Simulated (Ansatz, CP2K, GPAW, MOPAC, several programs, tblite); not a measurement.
# What each method gives for SrCl2 (CdI2 type)

SrCl2 (CdI2 type), relaxed with r2SCAN+rVV10 in Ansatz, was computed with several methods. The symmetry is P-3m1 (No. 164, trigonal); conventional cell a = 4.407 Å, c = 5.596 Å, 31.38 Å³ an atom. Sr is surrounded by 6 Cl at 2.90 Å; Cl is surrounded by 3 Sr at 2.90 Å. Values at 0 K without nuclear motion; spin polarisation is off, and the phase may be a hypothetical one.

```xyz
3
Lattice="4.4072 0.0000 0.0000 -2.2036 3.8168 0.0000 0.0000 0.0000 5.5961" Properties=species:S:1:pos:R:3 pbc="T T T"
Sr    0.0000    0.0000    0.0000
Cl    0.0000    2.5445    1.3917
Cl    2.2036    1.2723    4.2044
```

Gaps and times are for a single point on this cell; volume and bulk modulus come from each method's own relaxation or energy curve at fixed shape, which is too stiff where a cell has free coordinates or axes. Times are rough, from shared hosts (Arm Neoverse V1), and each method has its own mesh and cell size. A double dagger marks a value from a curve with shape and coordinates held. GFN1-xTB (tblite): levels, charges or heat of formation failed a check of plausibility, so no values are given. PM6 (MOPAC), PM7 (MOPAC), GFN1-xTB (tblite), GFN2-xTB (tblite) treat a cluster of cells at its zone centre, which samples few k points: where these miss a band edge, the gap comes out too large for that reason alone. Gaps from k meshes are read at a limited set of points (mesh, symmetry points, PBE's band edges), so each method's own least gap may be somewhat smaller. xTB and the PM methods were fitted mostly to molecules, and can miss a solid's gap by electronvolts. Minimal bases can be far off for gaps. Curves at held shape can't give the bulk modulus of a layered or molecular crystal, so none is listed. GLLB-SC's gap includes the derivative discontinuity. d marks a direct gap, i an indirect one (no mark: not told apart), a dash a value that wasn't computed or didn't pass its checks.

| method | kind | gap (eV) | own volume (Å³/atom) | bulk modulus (GPa) | atoms computed | processor time |
| --- | --- | --- | --- | --- | --- | --- |
| light PBE (260 eV and a coarse mesh) | light plane-wave | 5.16 d | 32.54‡ | – | 3 | 1.1 s |
| PBE | semilocal | 5.16 d | – | – | 3 | 4 s |
| GFN1-xTB (tblite) | tight binding | – | – | – | 54 | 4.7 s |
| PBE/SZV (CP2K) | small basis | 3.54 d | – | – | 3 | 4.9 s |
| GFN2-xTB (tblite) | tight binding | 2.85 | – | – | 54 | 5.2 s |
| PM6 (MOPAC) | semi-empirical | 9.80 | – | – | 54 | 5.7 s |
| PM7 (MOPAC) | semi-empirical | 10.50 | – | – | 54 | 6 s |
| PBE/DZVP (CP2K) | small basis | 5.07 d | 32.90‡ | – | 3 | 9.6 s |
| r2SCAN | semilocal | 5.79 d | – | – | 3 | 11 s |
| GLLB-SC (GPAW) | model potential | 9.36 | – | – | 3 | 53 s |
| PBE/single zeta (GPAW) | small basis | 4.95 d | – | – | 3 | 78 s |

Against r2SCAN (5.79 eV) and with closed or daggered gaps left aside, the nearest gap at the points sampled is that of PBE (-0.63 eV) and the farthest that of PM7 (MOPAC) (+4.71 eV). r2SCAN is only a yardstick of convenience: semilocal gaps usually lie below measured ones, which GLLB-SC and hybrids aim to mend.
